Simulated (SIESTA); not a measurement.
Runs of SIESTA 5.4.2 on InP. Symmetry: F-43m, No. 216, cubic system. The conventional cell has a = 5.861 Å, b = 5.861 Å, c = 5.861 Å, α = 90.00°, β = 90.00°, γ = 90.00°. Around In (site symmetry -43m) lie 4 P at 2.54 Å. Around P (site symmetry -43m) lie 4 In at 2.54 Å. 

```csv
level,potentials or basis,gap on the mesh (eV),pressure (GPa)
BLYP,"PseudoDojo 0.4 standard (PBE files), DZP (energy shift 0.003 Ry; two zetas on semicore shells)",0.77,7.1
vdW-DF-cx,"PseudoDojo 0.4 standard (PBE files), DZP (energy shift 0.003 Ry; two zetas on semicore shells)",(b),1.9
PBE,"PseudoDojo 0.4 standard (PBE files), TZDP (energy shift 0.003 Ry; two zetas on semicore shells)",0.86,3.7
RPBE,"PseudoDojo 0.4 standard (PBE files), DZP (energy shift 0.003 Ry; two zetas on semicore shells)",0.97,5.1
PBE,"PseudoDojo 0.4 standard (PBE files), SZ (energy shift 0.003 Ry; radii capped at 9.5 bohr)",0.98,(a)
```

Alike in all rows: task band structure; no spin polarisation; cell as given; k mesh 8 × 8 × 8; smearing fermi-dirac 0.05 eV; grid cutoff 500 Ry; energy shift 0.003 Ry.

Q: Estimate the missing entries.

A: (a) 7.9; (b) 0.76.

Caveats: spin-orbit coupling is left out, which moves the levels of the heavy elements; the basis of atomic orbitals isn't converged, which shifts pressures, moduli and gaps; the potentials were made for another functional, which shifts forces and pressure (some runs); the basis has no polarisation orbitals (some runs).

A k mesh can miss the band edges, and the runs leave out spin-orbit coupling on In.
